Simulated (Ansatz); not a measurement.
Set up this calculation in Ansatz 0.2.0, as the native input.

```
Task                                : band structure
Functional                          : BLYP
Potentials or basis                 : Ansatz PAW
Cutoff                              : 420 eV (not typed: the program's choice for these potentials)
k mesh                              : 4 × 8 × 2
Occupations                         : fermi-dirac, width 0.05 eV
Spin                                : no spin polarisation
Path                                : [["G", "Y", "H", "C", "E", "M1", "A", "X", "H1"], ["M", "D", "Z"], ["Y", "D"]]
Points for each segment of the path : 10
```

Crystal: Te2Mo.

```
Te Mo
1.0
     6.33000    0.00000    0.00000
     0.00000    3.46900    0.00000
    -0.94679    0.00000   13.82762
Te Mo
8 4
Direct
  0.94370 0.75000 0.60450
  0.05630 0.25000 0.39550
  0.90300 0.25000 0.85140
  0.09700 0.75000 0.14860
  0.41120 0.75000 0.89550
  0.58880 0.25000 0.10450
  0.44320 0.25000 0.64840
  0.55680 0.75000 0.35160
  0.81670 0.75000 0.99260
  0.18330 0.25000 0.00740
  0.68190 0.25000 0.49340
  0.31810 0.75000 0.50660
```

These files were run (other wordings do the same):

input.yaml

```yaml
crystal:
  lattice:
    - [6.33, 0.0, 0.0]
    - [0.0, 3.469, 0.0]
    - [-0.9467947088, 0.0, 13.8276237937]
  atoms:
    - { symbol: Te, position: [0.9437, 0.75, 0.6045] }
    - { symbol: Te, position: [0.0563, 0.25, 0.3955] }
    - { symbol: Te, position: [0.903, 0.25, 0.8514] }
    - { symbol: Te, position: [0.097, 0.75, 0.1486] }
    - { symbol: Te, position: [0.4112, 0.75, 0.8955] }
    - { symbol: Te, position: [0.5888, 0.25, 0.1045] }
    - { symbol: Te, position: [0.4432, 0.25, 0.6484] }
    - { symbol: Te, position: [0.5568, 0.75, 0.3516] }
    - { symbol: Mo, position: [0.8167, 0.75, 0.9926] }
    - { symbol: Mo, position: [0.1833, 0.25, 0.0074] }
    - { symbol: Mo, position: [0.6819, 0.25, 0.4934] }
    - { symbol: Mo, position: [0.3181, 0.75, 0.5066] }
hamiltonian:
  xc: blyp
  pseudopotentials: { kind: paw }
kpoints:
  mp_grid: { grid: [4, 8, 2] }
  band_path:
    path:
      - [[0.0, 0.0, 0.0], [0.0, 0.0, 0.5], [-0.4866717952, 0.0, 0.5727927773], [-0.5, 0.0, 0.5], [-0.5, 0.5, 0.5], [-0.5133282048, 0.5, 0.4272072227], [-0.5, 0.5, 0.0], [-0.5, 0.0, 0.0], [-0.5133282048, 0.0, 0.4272072227]]
      - [[-0.4866717952, 0.5, 0.5727927773], [0.0, 0.5, 0.5], [0.0, 0.5, 0.0]]
      - [[0.0, 0.0, 0.5], [0.0, 0.5, 0.5]]
    npoints: 10
scf:
  occupations: { method: fermi_dirac, width: 0.05 }
  n_extra_bands: 30
output:
  forces: true
  stress: true
  eigenvalues: true
  fatbands: false
  write_density: true
  write_potential: true
  elf: true
  volumetric_format: npy
```

Potentials or basis: Ansatz PAW.

Command:

```console
$ ansatz run input.yaml --threads 4 --pin off --max-ram 11264MiB --backend cpu --events-out ev --progress --plain --runs-dir out
```

Results of the run:

| Item | Value |
| --- | --- |
| Pressure | 8.6 GPa |
| Largest force | 0.504 eV/Å |
| Band gap on the k mesh | none (metal or under the smearing width) |

Caveat: spin-orbit coupling is left out, which moves the levels of the heavy elements; the PAW data sets come from PBE, with cores solved anew for the run's functional, which leaves a small shift of forces and pressure.

Run time: 76 s on 4 threads of Intel(R) Xeon(R) Processor @ 2.50GHz (Skylake/Cascade Lake), with other jobs on the host, peak memory 2.6 GiB.
